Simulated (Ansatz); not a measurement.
Al2Au:

```
Au Al
1.0
     0.00000    3.00000    3.00000
     3.00000    0.00000    3.00000
     3.00000    3.00000    0.00000
Au Al
1 2
Direct
  0.00000 0.00000 0.00000
  0.75000 0.75000 0.75000
  0.25000 0.25000 0.25000
```

```yaml
Program: Ansatz 0.2.0
Task: relaxation of cell and atoms
Functional: LDA
Potentials_or_basis: Ansatz PAW
Cutoff: "420 eV (not typed: the program's choice for these potentials)"
k_mesh: 8 × 8 × 8
Occupations: fermi-dirac, width 0.05 eV
Spin: no spin polarisation
```

At the start: volume 18.00 Å³/atom.

Question: How do energy, volume and symmetry change on relaxing?

Answer: It ends after 4 steps and the volume is 17.60 Å³/atom (-2.2 %); space group Fm-3m (No. 225, to 0.05 Å).

Step by step:
```tsv
step	energy change (eV)	largest force (eV/Å)	volume (Å³)
1	0.0000	0.0000	54.00
2	-0.0097	0.0000	52.37
3	-0.0107	0.0000	52.79
4	-0.0104	0.0000	52.79
```

Final structure:
```xyz
3
Lattice="0.0000 2.9773 2.9773 2.9773 0.0000 2.9773 2.9773 2.9773 0.0000" Properties=species:S:1:pos:R:3 pbc="T T T"
Au    0.0000    0.0000    0.0000
Al    4.4660    4.4660    4.4660
Al    1.4887    1.4887    1.4887
```

Caveat: the plane-wave basis is chosen anew once the cell has moved, so the energies of steps on either side of that aren't comparable; the PAW data sets come from PBE, with cores solved anew for the run's functional, which leaves a small shift of forces and pressure.
